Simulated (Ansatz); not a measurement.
# CdS (Greenockite) (P6_3mc) in Ansatz: settings compared

The runs below take CdS (Greenockite) through band structure, elastic constants, density of states, with PBE-PBEsol, PBEsol+D4, RPBE.

Program: Ansatz 0.2.0. These are calculated values, not measurements. Logs are shortened: lines on timing, memory, paths and dates and some standing lists are left out, and cuts for length are marked.

**What was measured.**

“Isotope dependence of band-gap energy”, 2008, arxiv:0807.2152 quotes, for a bulk crystal of CdS: band gap 2.5809 ± 0.0002 eV.

The results are compared with them further down.

## Step 1: The crystal as given

Symmetry: P6_3mc, No. 186, hexagonal system. The conventional cell has a = 4.150 Å, b = 4.150 Å, c = 6.737 Å, α = 90.00°, β = 90.00°, γ = 120.00°. Cd (site symmetry 3m) has 4 S at 2.53 to 2.54 Å as nearest neighbours. S (site symmetry 3m) is surrounded by 4 Cd at 2.53 to 2.54 Å.

## Step 2: Band structure, PBE-PBEsol, collinear spin, ferrimagnetic start

input.yaml reads:

```yaml
crystal:
  lattice:
    - [4.15, 0.0, 0.0]
    - [-2.075, 3.5940054257, 0.0]
    - [0.0, 0.0, 6.737]
  atoms:
    - { symbol: Cd, position: [0.6666666667, 0.3333333333, 0.5], spin: 0.5 }
    - { symbol: Cd, position: [0.3333333333, 0.6666666667, 0.0], spin: -0.25 }
    - { symbol: S, position: [0.6666666667, 0.3333333333, 0.875] }
    - { symbol: S, position: [0.3333333333, 0.6666666667, 0.375] }
kpoints:
  mp_grid: { grid: [7, 7, 4] }
  band_path:
    path:
      - [0.0, 0.0, 0.0]
      - [0.5, 0.0, 0.0]
      - [0.3333333333, 0.3333333333, 0.0]
      - [0.0, 0.0, 0.0]
      - [0.0, 0.0, 0.5]
      - [0.5, 0.0, 0.5]
      - [0.3333333333, 0.3333333333, 0.5]
      - [0.0, 0.0, 0.5]
    npoints: 12
scf:
  occupations: { method: tetrahedron }
  lower_state_search: "off"
hamiltonian:
  xc: { exchange: pbe, correlation: pbesol }
  pseudopotentials:
    kind: all_electron
    lapw: { basis_error: 0.001 }
    relativity: none
magnetization:
  spin_polarized: true
output:
  forces: true
  stress: true
  eigenvalues: true
```

Potentials or basis: all-electron LAPW, non-relativistic.

Launch:

```bash
> ansatz run input.yaml --threads 2 --pin off --max-ram 6144MiB --backend cpu --events-out ev --progress --plain --runs-dir out
```

Standard output:

```text
Warning: output.forces, output.stress, relax.cell or npt_langevin: where a Kohn–Sham band that disperses or a degenerate level is filled in part under the method tetrahedron, the forces or the stress that this run publishes need not agree with its energy (scf.occupations.method in the input reference, under Limitations); prefer a smearing scheme for the forces or the stress
Warning: RAYON_NUM_THREADS=2 ignored (pool sized by the plan → 2); use --threads N
LAPW: plane waves up to 8.044 Å⁻¹, error target 1.0e-3 eV per atom; S in spheres of 1.097 Å, 14 of its electrons in bands, Dirac shells []; Cd in spheres of 1.430 Å, 20 of its electrons in bands, Dirac shells [] (how accurate: hamiltonian.pseudopotentials.lapw.basis_error, Limitations)
Engine: ansatz 0.2.0, x86_64-unknown-linux-gnu
Pseudopotentials: kind: all_electron
Pseudopotential: Cd, LAPW, valence charge 20, lapw/all_electron/none/Cd, Schrödinger's equation, point nucleus
Pseudopotential: S, LAPW, valence charge 14, lapw/all_electron/none/S, Schrödinger's equation, point nucleus
Functional definition: unnamed
  exchange = pbe_x
  correlation = pbe_c(beta = 0.046)
davidson cushion auto → on  (no smearing: the cushion is to keep the highest requested band from converging to the state above it; pin scf.eigensolver.cushion to override)
Crystal: 4 atoms, lattice volume = 100.483 Å³
Basis set: ecut = 246.54308738107284 eV, 881 PW (Γ), exchange–correlation at level 2
Bands: 42, of which v1, the nominal top of the filled ones, is band 34 counted from 1 (33 counted from 0)
Symmetry: 6 space group operations
Space group: P3m1 (ITA 156), of the structure as read, at distance tolerance 4.6e-5 Å
Magnetic group: BNS 156.49 (UNI 1279), of the structure as read, at distance tolerance 4.6e-5 Å
k-points: 28 of 196 (time reversal used)
Non-local potential: Cd, projectors of the file, none
Non-local potential: S, projectors of the file, none
Initial density: superposition of atomic densities (chi_scale 0.1, normalization cell, long waves kept (reshape's long-wave potential 0.00 eV rms))
Starting moments: Σ|m| = 0.75 μB on 2 of 4 sites
Initial wavefunctions: plane waves of lowest kinetic energy (no species holds an atomic orbital)
Functional: x = pbe(κ = 0.804, μ = 0.2195149727645171), c = pbesol(β = 0.046)
iter 1 solved again at ethr=4.83e-3 eV; its pass at ethr=1.00e-1 eV (dr2=3.28e0 eV) is discarded
SCF iter   1: F=—  HF=-319225.804472 eV  |F-HF|=—  |Δ(HF+E_count)|=         —  Δρ=2.17e-2 (↑2.17e-2 ↓2.03e-2)  dr2=3.28e0  dr2_m=4.21e-2  M=0.000 μB ∫|m|=0.036 μB  β_m=0.30  ethr=4.83e-3  ⟨swp⟩=2.0  Hψ=16013  notcnv=0
[... 22 lines left out ...]
SCF 1 converged in 14 iterations: F = -319224.645816 eV  dr2 = 2.22e-10
NSCF: frozen V_eff on 85 k-points
this state was not tested for a lower state beside it, because cold or Methfessel-Paxton smearing, or corrected tetrahedra, fill the levels in a way that the test cannot read (fill_not_monotonic; see scf.lower_state_search)
SCF converged after 14 iterations
Magnetization: 0.0000 μB (34.0000 up, 34.0000 down)
Absolute magnetization: 0.0000 μB (∫|ρ↑−ρ↓|)
Spin contamination: 0.0000 ħ² per cell (⟨S²⟩ above its minimum at these occupations)
Per-site moments (μB) at R_I (Å): [(-3.842796445496788e-7, 1.429719364599924), (1.1392983623181863e-7, 1.429719364599924), (-2.135213463816399e-7, 1.0966555977541546), (7.242448658573153e-7, 1.0966555977541546)]
Free energy (F): -319224.645816 eV
Harris-Foulkes:  -319224.645816 eV  (|F-HF|=4.66e-10)
Internal energy: -319224.645816 eV  (E = F + TS)
E sigma→0 (E₀):  -319224.645816 eV
Fermi energy:    7.564024 eV
--- Per-component energies (eV) ---
  E_band       = -3409.688738
  E_kinetic    = 319062.607675
  E_xc         = -9625.366044
  E_electrostatic = -628661.887447  (all electrons and nuclei)
  E_smearing   = -0.000000  (= −TS)
  E_closure    = 0.000000  (closes the sum)
  E_atoms      = -319211.470082  (free atoms, spherical and without spin; not in F)
  Σ components = -319224.645816   (vs F -319224.645816, Δ=0.00e0)
  Basis errors (estimates in eV, not in F): energy 4.5e-4 per atom: plane waves 4.1e-4 (2.4e-4 summed), levels above the bands 0.0e0, relativity 0.0e0, radial functions 3.9e-5, core shells 1.9e-7; eigenvalues (radial functions only) 8.6e-7; not estimated: angular momenta, meshes, grids; target (lapw.basis_error) 1.0e-3; muffin-tin radii S 1.097 Å, Cd 1.430 Å
--- Forces (eV/Å), atoms counted from 1 ---
  atom   1  Cd    -0.00000000     0.00000000    -0.08332043
  atom   2  Cd     0.00000000    -0.00000000    -0.08332027
  atom   3  S      0.00000000     0.00000000     0.08331939
  atom   4  S      0.00000000    -0.00000000     0.08331934
  max |Σ_I F_I| component: 1.97e-6 eV/Å
--- Stress (GPa, compression-positive) ---
        4.373548       0.000000       0.000000
        0.000000       4.373548       0.000000
        0.000000       0.000000       5.025041
  P = ⅓ Tr σ = 4.5907 GPa (45.907 kbar)
--- Band table (eV; the first three rows and the last of 56) ---
  k-point 0 ↑: bands = ["-195.3593", "-195.3593", "-141.4418", "-141.4418", "-141.4405", "-141.4405", "-141.4405", "-141.4405", "-85.5751", "-85.5751", "-52.7630", "-52.7630", "-52.7629", "-52.7629", "-52.7628", "-52.7620", "-4.4710", "-4.1293", "-0.6913", "-0.6708", "-0.6708", "-0.5974", "-0.5974", "-0.3331", "-0.3331", "-0.2536", "-0.2536", "0.1459", "3.4884", "6.8455", "6.8455", "7.5252", "7.5640", "7.5640", "9.2181", "10.8348", "14.1567", "14.1567", "14.4917", "15.2356", "15.2356", "15.2887"]
  k-point 1 ↑: bands = ["-195.3593", "-195.3593", "-141.4418", "-141.4418", "-141.4405", "-141.4405", "-141.4405", "-141.4405", "-85.5751", "-85.5751", "-52.7630", "-52.7630", "-52.7629", "-52.7629", "-52.7627", "-52.7622", "-4.4161", "-4.1734", "-0.6629", "-0.6629", "-0.6350", "-0.6110", "-0.6110", "-0.3189", "-0.3189", "-0.2626", "-0.2626", "-0.0833", "4.0375", "6.6404", "6.9451", "6.9451", "7.4527", "7.4527", "10.0101", "10.8920", "14.0507", "14.2129", "14.2129", "14.7176", "14.9409", "14.9409"]
  k-point 2 ↑: bands = ["-195.3593", "-195.3593", "-141.4418", "-141.4418", "-141.4405", "-141.4405", "-141.4405", "-141.4405", "-85.5751", "-85.5751", "-52.7630", "-52.7630", "-52.7629", "-52.7629", "-52.7624", "-52.7624", "-4.2893", "-4.2893", "-0.6398", "-0.6398", "-0.6398", "-0.6398", "-0.4340", "-0.4340", "-0.2883", "-0.2883", "-0.2883", "-0.2883", "5.2622", "5.2622", "7.1930", "7.1930", "7.1930", "7.1930", "10.8122", "10.8122", "13.8949", "13.8949", "14.4742", "14.4742", "14.4742", "14.4742"]
  k-point 27 ↓: bands = ["-195.3593", "-195.3593", "-141.4418", "-141.4418", "-141.4405", "-141.4405", "-141.4405", "-141.4405", "-85.5751", "-85.5751", "-52.7634", "-52.7634", "-52.7633", "-52.7633", "-52.7623", "-52.7623", "-4.0627", "-4.0627", "-0.5298", "-0.5298", "-0.5047", "-0.5047", "-0.3410", "-0.3410", "-0.2936", "-0.2936", "0.2602", "0.2602", "3.9367", "3.9367", "5.3843", "5.3843", "6.4986", "6.4986", "12.2598", "12.2598", "13.6686", "13.6686", "14.2729", "14.2729", "16.2694", "16.2694"]
```

Run time: 35 s. Hardware: 2 threads of AMD EPYC 9R45 (Zen 5), shared host; peak memory 0.62 GiB.

Results:

| Quantity | Value |
| --- | --- |
| Free energy | -319224.6458 eV |
| Pressure | 4.6 GPa |
| Largest force | 0.083 eV/Å |
| Band gap on the k mesh | 1.65 eV, direct |
| Band gap along the path | 1.65 eV, direct |
| Net moment | 0.00 μB per cell |
| Absolute moment | 0.00 μB per cell |

Forces in eV/Å, atoms in the order of the input:
```
Cd   0.000  0.000 -0.083
Cd   0.000  0.000 -0.083
S    0.000  0.000  0.083
S    0.000  0.000  0.083
```

Stress tensor (GPa, compression positive):
```
4.37 0.00 0.00
0.00 4.37 0.00
0.00 0.00 5.03
```

Levels at the corners of the path, in eV from the valence-band top:
Spin up:
```csv
point,band 30,band 31,band 32,band 33,band 34,band 35,band 36,band 37,band 38,band 39
Γ,-0.72,-0.72,-0.04,0.00,0.00,1.65,3.27,6.59,6.59,6.93
M,-3.19,-2.50,-1.77,-1.25,-0.69,4.13,4.19,5.11,6.65,7.04
K,-3.29,-2.97,-1.77,-1.77,-1.56,4.62,5.60,5.60,7.08,7.43
Γ,-0.72,-0.72,-0.04,0.00,0.00,1.65,3.27,6.59,6.59,6.93
A,-2.30,-0.37,-0.37,-0.37,-0.37,3.25,3.25,6.33,6.33,6.91
L,-3.81,-1.26,-1.26,-1.24,-1.24,3.76,3.76,5.64,5.64,7.95
H,-3.65,-2.33,-2.33,-1.04,-1.04,4.79,4.79,6.06,6.06,6.72
A,-2.30,-0.37,-0.37,-0.37,-0.37,3.25,3.25,6.33,6.33,6.91
```
Spin down:
```tsv
point	band 30	band 31	band 32	band 33	band 34	band 35	band 36	band 37	band 38	band 39
Γ	-0.72	-0.72	-0.04	0.00	0.00	1.65	3.27	6.59	6.59	6.93
M	-3.19	-2.50	-1.77	-1.25	-0.69	4.13	4.19	5.11	6.65	7.04
K	-3.29	-2.97	-1.77	-1.77	-1.56	4.62	5.60	5.60	7.08	7.43
Γ	-0.72	-0.72	-0.04	0.00	0.00	1.65	3.27	6.59	6.59	6.93
A	-2.30	-0.37	-0.37	-0.37	-0.37	3.25	3.25	6.33	6.33	6.91
L	-3.81	-1.26	-1.26	-1.24	-1.24	3.76	3.76	5.64	5.64	7.95
H	-3.65	-2.33	-2.33	-1.04	-1.04	4.79	4.79	6.06	6.06	6.72
A	-2.30	-0.37	-0.37	-0.37	-0.37	3.25	3.25	6.33	6.33	6.91
```

Caveat: relativity is left out, which matters for the heavier elements; with tetrahedron occupations forces and stress needn't match the slope of the energy; the starting moments weren't kept.

## Step 3: Elastic constants, PBEsol+D4

input.yaml reads:

```yaml
crystal:
  lattice: { a: 4.15, b: 4.15, c: 6.737, alpha: 90.0, beta: 90.0, gamma: 120.0 }
  space_group: 186
  setting: { hermann_mauguin: P63mc }
  reduce_to_primitive: true
  atoms:
    - { symbol: Cd, position: [0.6666666667, 0.3333333333, 0.5] }
    - { symbol: S, position: [0.6666666667, 0.3333333333, 0.875] }
kpoints:
  mp_grid: { kspacing: 0.25 }
scf:
  occupations: { method: fermi_dirac, width: 0.01 }
  lower_state_search: light
hamiltonian:
  xc: pbesol
  dispersion: d4
  pseudopotentials:
    kind: all_electron
    lapw: { basis_error: 0.001 }
    dirac_shells: { Cd: ["3p", "3d"], S: ["2p"] }
output:
  forces: true
  stress: true
elastic:
  mode: clamped_ion
  stencil: two_point
```

Potentials or basis: all-electron LAPW, inner shells corrected to Dirac's equation.

Launch:

```bash
> ansatz run input.yaml --threads 2 --pin off --max-ram 6144MiB --backend cpu --events-out ev --progress --plain --runs-dir out
```

Standard output:

```text
Warning: RAYON_NUM_THREADS=2 ignored (pool sized by the plan → 2); use --threads N
crystal.space_group: 186 is read as P63mc: the typed cell holds Cd2S2 (Cd 2b, S 2b). Least distances (Å): Cd–Cd 4.134, Cd–S 2.526, S–S 4.134
crystal.space_group generates its sites in this order, which a site index counts, at these fractional coordinates of the primitive cell where crystal.reduce_to_primitive is true, and else of the cell that is read (crystal.supercell repeats the list replica by replica, and crystal.defects acts on that): 0: Cd [0.666667, 0.333333, 0.500000]; 1: Cd [0.333333, 0.666667, 0.000000]; 2: S [0.666667, 0.333333, 0.875000]; 3: S [0.333333, 0.666667, 0.375000];
LAPW: plane waves up to 8.332 Å⁻¹, error target 1.0e-3 eV per atom; small_component_spin mean_spin; S in spheres of 1.063 Å, 14 of its electrons in bands, Dirac shells [2p]; Cd in spheres of 1.387 Å, 20 of its electrons in bands, Dirac shells [2p, 3p, 3d] (how accurate: hamiltonian.pseudopotentials.lapw.basis_error, Limitations)
Engine: ansatz 0.2.0, x86_64-unknown-linux-gnu
Pseudopotentials: kind: all_electron
Pseudopotential: Cd, LAPW, valence charge 20, lapw/all_electron/scalar/gaussian/Cd, Koelling and Harmon's equation with Dirac's for 2p 3p 3d, gaussian nucleus
Pseudopotential: S, LAPW, valence charge 14, lapw/all_electron/scalar/gaussian/S, Koelling and Harmon's equation with Dirac's for 2p, gaussian nucleus
Functional definition: PBEsol
  exchange = pbesol_x
[... 174 lines left out ...]
  moduli (Voigt/Reuss/Hill, GPa): K = 54.69/54.64/54.67   G = 34.91/32.02/33.47   E = 83.39   ν = 0.246
  mechanically stable: yes (min eigenvalue of sym C = 23.93 GPa)
  where every solve meets its electron count the energy-path curvature estimates C_jj along a normal strain and C_jj − ¼(σ⁰_aa + σ⁰_bb) along a shear (ab), closely only under elastic.basis: deformed
  strain η (Voigt 11):  stress-route row diagonal C_11 = 107.60 GPa, energy-path curvature d²(F+E_count)/dδ²/Ω₀ = 107.60 GPa
         δ    σ_11 (GPa)             F (eV)   n_scf  n_hpsi   n_pw
    -2.000e-3       2.0593     -326097.7517184      10   71130   1003
     2.000e-3       2.4897     -326097.7460093      11   76868   1003
  strain η (Voigt 33):  stress-route row diagonal C_33 = 126.91 GPa, energy-path curvature d²(F+E_count)/dδ²/Ω₀ = 126.90 GPa
         δ    σ_33 (GPa)             F (eV)   n_scf  n_hpsi   n_pw
    -2.000e-3       1.4377     -326097.7509637      10   35533   1003
     2.000e-3       1.9453     -326097.7467156      11   38272   1003
  strain η (Voigt 23):  stress-route row diagonal C_44 = 23.93 GPa, energy-path curvature d²(F+E_count)/dδ²/Ω₀ = 22.94 GPa
         δ    σ_23 (GPa)             F (eV)   n_scf  n_hpsi   n_pw
    -2.000e-3      -0.0479     -326097.7489701      10   89009   1003
     2.000e-3       0.0479     -326097.7489701      10   89067   1003
```

elastic_members.tsv:

```text
# convention: tension-positive GPa; Voigt order 11 22 33 23 13 12; engineering shear strains; stresses and constants hold the Pulay correction, whose part of sigma0, of c and of each member's stress the lines and columns named pulay_correction_..._gpa give (of c_energy it is that of c and, on the columns of strains 1 to 3, that of sigma0; of a layer's constants it is that of c in the plane, times a tenth of its plane spacing in ang); where a line pulay_correction_withheld stands none holds it
[... 27 lines left out ...]
3	2.0000000000e-3	2.2762630744e0	2.2761672964e0	1.6942003701e0	4.7853899591e-2	1.1942448288e-16	6.2535001942e-16	-3.2609774897e5	-3.2609774897e5	10	89067	1003	nan	nan	0.0000000000e0	nan	nan	nan	nan	nan	nan	nan	0.0000000000e0
```

Wall time 94 s (2 threads of AMD EPYC 9R45 (Zen 5), shared host); peak memory 0.68 GiB.

What came out:

* Free energy: -326097.7490 eV
* Pressure: -2.1 GPa
* Largest force: 0.065 eV/Å
* Band gap on the k mesh: 1.06 eV, direct
* Voigt bulk modulus: 55 GPa

Forces on the atoms (eV/Å):
```
Cd   0.000  0.000 -0.065
Cd   0.000  0.000 -0.065
S    0.000  0.000  0.065
S    0.000  0.000  0.065
```

Elastic tensor in Voigt notation (GPa, ions clamped, in the Cartesian axes of the cell as first typed):
```
108  32  21   0   0   0
 32 108  21   0   0   0
 22  22 127   0   0   0
  0   0   0  24   0   0
  0   0   0   0  24   0
  0   0   0   0   0  38
```

(Continued in part 2 of 2.)
